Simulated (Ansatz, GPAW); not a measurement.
One calculation of HgTe, 3 ways

```
Hg Te
1.0
     2.99252   -3.46693    0.00000
     2.99252    3.46693    0.00000
     0.00000    0.00000    5.79816
Hg Te
2 2
Direct
  0.65695 0.34305 0.25000
  0.34305 0.65695 0.75000
  0.21519 0.78481 0.25000
  0.78481 0.21519 0.75000
```

Measurements of this composition are mostly on another form, of space group No. 216.

Alike in all runs: task single point; functional PBEsol; k mesh 6 × 6 × 5; occupations fermi-dirac, width 0.05 eV; no spin polarisation; no spin-orbit coupling. Pressure is positive in compression and, in plane waves, holds the error of the finite cutoff, which Ansatz's Pulay term estimates and takes out.

| program and potentials | plane-wave cutoff (eV) | notes | pressure (GPa) | largest force (eV/Å) |
| --- | --- | --- | --- | --- |
| Ansatz, Ansatz PAW | 420 | potentials made for PBE, which Ansatz adapts in part; 18 valence electrons an atom on average; Pulay term of +0.03 GPa included | -3.41 | 0.203 |
| GPAW, PAW data sets generated for this functional | 600 | 12 valence electrons an atom on average | -3.39 | 0.212 |
| Ansatz, all-electron LAPW, scalar-relativistic | - | - | -3.41 | 0.202 |

Force on atom 3 (Te), eV/Å:

```json
{"program and potentials": "Ansatz, Ansatz PAW", "x": "0.000", "y": "-0.203", "z": "0.000"}
{"program and potentials": "GPAW, PAW data sets generated for this functional", "x": "0.000", "y": "-0.212", "z": "0.000"}
{"program and potentials": "Ansatz, all-electron LAPW, scalar-relativistic", "x": "0.000", "y": "-0.202", "z": "0.000"}
```

The pressure spans -3.41 (Ansatz, Ansatz PAW) to -3.39 GPa (GPAW, PAW data sets generated for this functional), with all-electron results at -3.41.

The functional is the same throughout but for its coding, so the spread measures potentials, basis and numerics; runs on potential files found faulty are left out.
